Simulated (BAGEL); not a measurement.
# HF/3-21G (density fitting with qzvpp-jkfit) run of C2H2Cl2 (trans-1,2-dichloroethylene)

What is the vertical electron affinity of C2H2Cl2 (trans-1,2-dichloroethylene) at HF/3-21G (density fitting with qzvpp-jkfit)? 

The calculation is run with BAGEL 1.2.2.

18 further runs of the same task are left out: 18 set aside as unsound or not needed.

## (1) The system as given

C2H2Cl2: 6 atoms, total charge 0, spin state singlet. SMILES: `Cl/C=C/Cl`. The coordinates come from a GFN2-xTB relaxation.

Bond lengths: Cl1–C2 1.713 Å, C2–C3 1.324 Å, C3–Cl4 1.712 Å, C2–H5 1.078 Å, C3–H6 1.079 Å. Angles: Cl1–C2–C3 121.4°, C2–C3–Cl4 121.5°, Cl1–C2–H5 114.7°, C3–C2–H5 123.9°, C2–C3–H6 123.8°, Cl4–C3–H6 114.7°.

## (2) The energy at HF/3-21G (density fitting with qzvpp-jkfit)

input.json reads:

```json
{ "bagel" : [

{
  "title" : "molecule",
  "basis" : "3-21g",
  "df_basis" : "qzvpp-jkfit",
  "angstrom" : true,
  "geometry" : [
    { "atom" : "Cl", "xyz" : [       1.724330,      -0.267400,       1.227460 ] },
    { "atom" : "C", "xyz" : [       0.613450,      -0.236580,      -0.075860 ] },
    { "atom" : "C", "xyz" : [      -0.613700,       0.235980,       0.074770 ] },
    { "atom" : "Cl", "xyz" : [      -1.726040,       0.268860,      -1.226520 ] },
    { "atom" : "H", "xyz" : [       0.998250,      -0.625760,      -1.005100 ] },
    { "atom" : "H", "xyz" : [      -0.996290,       0.624890,       1.005260 ] }
  ]
},

{ "title" : "hf" },

{ "title" : "print", "file" : "orbitals.molden", "orbitals" : true }

]}
```

Started as:

```sh
$ BAGEL_NUM_THREADS=1 BAGEL input.json > input.out
```

Output:

```text
* using 1 threads per process

  ===============================================================
  ===============================================================

  *** Geometry ***

  { "atom" : "Cl", "xyz" : [      3.258511,     -0.505313,      2.319563 ] },
  { "atom" : "C", "xyz" : [      1.159252,     -0.447071,     -0.143355 ] },
  { "atom" : "C", "xyz" : [     -1.159725,      0.445938,      0.141295 ] },
  { "atom" : "Cl", "xyz" : [     -3.261743,      0.508072,     -2.317787 ] },
  { "atom" : "H", "xyz" : [      1.886419,     -1.182515,     -1.899364 ] },
  { "atom" : "H", "xyz" : [     -1.882715,      1.180871,      1.899666 ] },

  Number of auxiliary basis functions:      442

  Since a DF basis is specified, we compute 2- and 3-index integrals:
    o Being stored without compression. Storage requirement is 0.008 GB

  Number of basis functions:       48
  Number of electrons      :       48

    * METHOD: MOLECULE                             0.12

  *** RHF ***

  === Nuclear Repulsion ===
   176.8063191100

      * DIIS with orbital gradients will be used.

  === RHF iteration (3-21g) ===
      0       -990.97214160          0.01032666           0.03
      1       -991.00775686          0.00368077           0.03
      2       -991.01129095          0.00142497           0.03
      3       -991.01194860          0.00019558           0.03
      4       -991.01197431          0.00004655           0.03
      5       -991.01197605          0.00001264           0.03
      6       -991.01197615          0.00000234           0.03
      7       -991.01197615          0.00000040           0.03
      8       -991.01197615          0.00000016           0.03
      9       -991.01197615          0.00000006           0.03
     10       -991.01197615          0.00000001           0.03
     11       -991.01197615          0.00000001           0.03
    * SCF iteration converged.

    * Permanent dipole moment:
           (    0.000181,     0.000380,     0.001380) a.u.

    * METHOD: HF                                   0.45

    * METHOD: PRINT                                0.00

  ===============================================================
```

Wall time 0.93 s (1 thread of Intel Xeon Platinum 8488C (Sapphire Rapids), shared host); peak memory 0.08 GiB.

## (3) The doublet anion, same level

hf.json reads:

```json
{ "bagel" : [

{
  "title" : "molecule",
  "basis" : "3-21g",
  "df_basis" : "qzvpp-jkfit",
  "angstrom" : "true",
  "geometry" : [
    { "atom" : "Cl", "xyz" : [       1.724330,      -0.267400,       1.227460 ] },
    { "atom" : "C", "xyz" : [       0.613450,      -0.236580,      -0.075860 ] },
    { "atom" : "C", "xyz" : [      -0.613700,       0.235980,       0.074770 ] },
    { "atom" : "Cl", "xyz" : [      -1.726040,       0.268860,      -1.226520 ] },
    { "atom" : "H", "xyz" : [       0.998250,      -0.625760,      -1.005100 ] },
    { "atom" : "H", "xyz" : [      -0.996290,       0.624890,       1.005260 ] }
  ]
},

{ "title" : "uhf", "charge" : -1, "nopen" : 1 },

{ "title" : "print", "file" : "orbitals.molden", "orbitals" : "true" }

]}
```

Started as:

```sh
$ BAGEL_NUM_THREADS=1 BAGEL hf.json > hf.out
```

Output:

```text
* using 1 threads per process

  ===============================================================
  ===============================================================

  *** Geometry ***

  { "atom" : "Cl", "xyz" : [      3.258511,     -0.505313,      2.319563 ] },
  { "atom" : "C", "xyz" : [      1.159252,     -0.447071,     -0.143355 ] },
  { "atom" : "C", "xyz" : [     -1.159725,      0.445938,      0.141295 ] },
  { "atom" : "Cl", "xyz" : [     -3.261743,      0.508072,     -2.317787 ] },
  { "atom" : "H", "xyz" : [      1.886419,     -1.182515,     -1.899364 ] },
  { "atom" : "H", "xyz" : [     -1.882715,      1.180871,      1.899666 ] },

  Number of auxiliary basis functions:      442

  Since a DF basis is specified, we compute 2- and 3-index integrals:
    o Being stored without compression. Storage requirement is 0.008 GB

  Number of basis functions:       48
  Number of electrons      :       48

    * METHOD: MOLECULE                             0.12

  *** Open-shell HF ***

  === Nuclear Repulsion ===
   176.8063191100

      * DIIS with orbital gradients will be used.

  === UHF iteration (3-21g) ===
      0       -990.87079615          0.02693380           0.06
      1       -990.91974916          0.00766170           0.06
      2       -990.92467663          0.00354547           0.06
      3       -990.92552668          0.00057829           0.06
      4       -990.92570497          0.00012383           0.06
      5       -990.92573657          0.00003533           0.06
      6       -990.92575476          0.00001348           0.06
      7       -990.92575953          0.00000714           0.06
      8       -990.92576099          0.00000432           0.06
      9       -990.92576098          0.00000214           0.06
     10       -990.92576103          0.00000083           0.07
     11       -990.92576109          0.00000045           0.07
     12       -990.92576113          0.00000014           0.06
     13       -990.92576113          0.00000003           0.06
     14       -990.92576113          0.00000001           0.06
    * SCF iteration converged.

    * S^2 (UHF) is 0.7626

    * Permanent dipole moment:
           (    0.000692,    -0.000653,     0.000976) a.u.

    * METHOD: UHF                                  1.04

    * METHOD: PRINT                                0.00

  ===============================================================
```

Run time: 1.5 s. Hardware: 1 thread of Intel Xeon Platinum 8488C (Sapphire Rapids), shared host; peak memory 0.08 GiB.

## (4) Outcome

At HF/3-21G (density fitting with qzvpp-jkfit):

| quantity | value |
| --- | --- |
| singlet C2H2Cl2: total energy | -991.01198 Eh |
| singlet C2H2Cl2: dipole moment | 0.00 D |
| singlet C2H2Cl2: HOMO energy | -10.20 eV |
| singlet C2H2Cl2: LUMO energy | 3.60 eV |
| singlet C2H2Cl2: HOMO–LUMO gap | 13.80 eV |
| doublet anion: total energy | -990.92576 Eh |
| doublet anion: ⟨S²⟩ | 0.763 |
| vertical electron affinity (to the doublet anion) | -2.346 eV |

What this shows: The anion lies 2.35 eV (226 kJ/mol) above the neutral: the electron isn't bound at this level, and such a value depends on the basis. Without diffuse functions anions come out too high. Hartree–Fock misses the correlation that binds many anions.
